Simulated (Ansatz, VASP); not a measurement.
**C: VASP beside Ansatz**

```
C
1.0
     2.47000    0.00000    0.00000
    -1.23500    2.13908    0.00000
     0.00000    0.00000    6.79000
C
4
Direct
  0.00000 0.00000 0.00000
  0.00000 0.00000 0.50000
  0.33333 0.66667 0.00500
  0.66667 0.33333 0.50500
```

This is a stacking variant of graphite.

Alike in both runs: task relaxation of cell and atoms; functional PBE; dispersion D3(BJ); k mesh 21 × 21 × 6; occupations gaussian, width 0.1 eV; no spin polarisation.

```csv
,VASP,Ansatz
version,VASP 6.6.1,Ansatz 0.2.0
potentials or method,"VASP PAW PBE potentials, release 64 (C)","scalar-relativistic, plane waves, PAW"
plane-wave cutoff (eV),600,420
valence electrons in the cell,16,16
```

Ansatz gave:

| Item | Value |
| --- | --- |
| gap on the k mesh at the Fermi level, each at its own relaxed structure (eV) | none |
| relaxed volume (Å³/atom) | 8.87 |
| relaxed cell length with the largest relative difference (Å) | 6.741 |
| energy change over the relaxation (meV/atom) | -5 |

Q: What did VASP give for the same quantities?

A: gap on the k mesh at the Fermi level, each at its own relaxed structure (eV): none; relaxed volume (Å³/atom): 8.79; relaxed cell length with the largest relative difference (Å): 6.677; energy change over the relaxation (meV/atom): -5.

A gap of «none» marks a metal or a gap that the smearing closes.
